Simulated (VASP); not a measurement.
Write the native input for VASP 6.6.1 that does the following.

```yaml
Task: relaxation of the atoms
Functional: LDA
Potentials_or_basis: VASP PAW LDA potentials, release 64 (Te, Pb_d)
Cutoff: 600 eV
k_mesh: 8 × 8 × 8
Occupations: gaussian, width 0.03 eV
Spin: no spin polarisation
Further_INCAR_settings: ALGO = Normal; EDIFF = 1e-07; IBRION = 2; EDIFFG = -0.01; NSW = 40
```

The structure of TePb lies in POSCAR:

```
TePb                                    
1.0
    0.0000000000      3.1713561236      3.1713561236
    3.1713561236      0.0000000000      3.1713561236
    3.1713561236      3.1713561236      0.0000000000
  Te              Pb            
     1     1
Direct
     0.5000000000000000    0.5000000000000000    0.5000000000000000
     0.0000000000000000    0.0000000000000000    0.0000000000000000
```

The cell isn't the ideal one: a relaxed cell with its volume scaled by 0.98.

These files were run (other wordings do the same):

INCAR

```
PREC     = Accurate       # precision mode
ENCUT    = 600            # plane-wave cutoff, eV
EDIFF    = 1E-7           # SCF threshold, eV
ISMEAR   = 0              # smearing method
SIGMA    = 0.03           # smearing width, eV
LREAL    = F              # projectors in reciprocal space
LASPH    = T              # aspherical terms in the spheres
NELM     = 80             # most SCF steps
ALGO     = Normal         # electronic algorithm
ISIF     = 2              # what is computed and relaxed
LWAVE    = F              # write WAVECAR
LCHARG   = F              # write CHGCAR
GGA      = CA             # functional
IBRION   = 2              # ionic algorithm
NSW      = 40             # ionic steps
EDIFFG   = -0.01          # ionic threshold
```

KPOINTS

```
regular mesh
0
Gamma
  8 8 8
```

Potentials or basis: VASP PAW LDA potentials, release 64 (Te, Pb_d).

Launch:

```sh
$ cat potpaw_LDA.64/Te/POTCAR potpaw_LDA.64/Pb_d/POTCAR > POTCAR
$ mpirun -np 1 vasp_std > vasp.out
```

It gave:

```
Pressure after relaxing : 1.0 GPa
Band gap on the k mesh  : 0.51 eV, direct
```

Caveat: the relaxation stopped at its first step, so nothing moved; spin-orbit coupling is left out, which as a rule narrows the gap of such compounds by several tenths of an eV.

Wall time 18 s on 1 thread of AMD EPYC 9R45 (Zen 5), with other jobs on the host, peak memory 0.15 GiB.
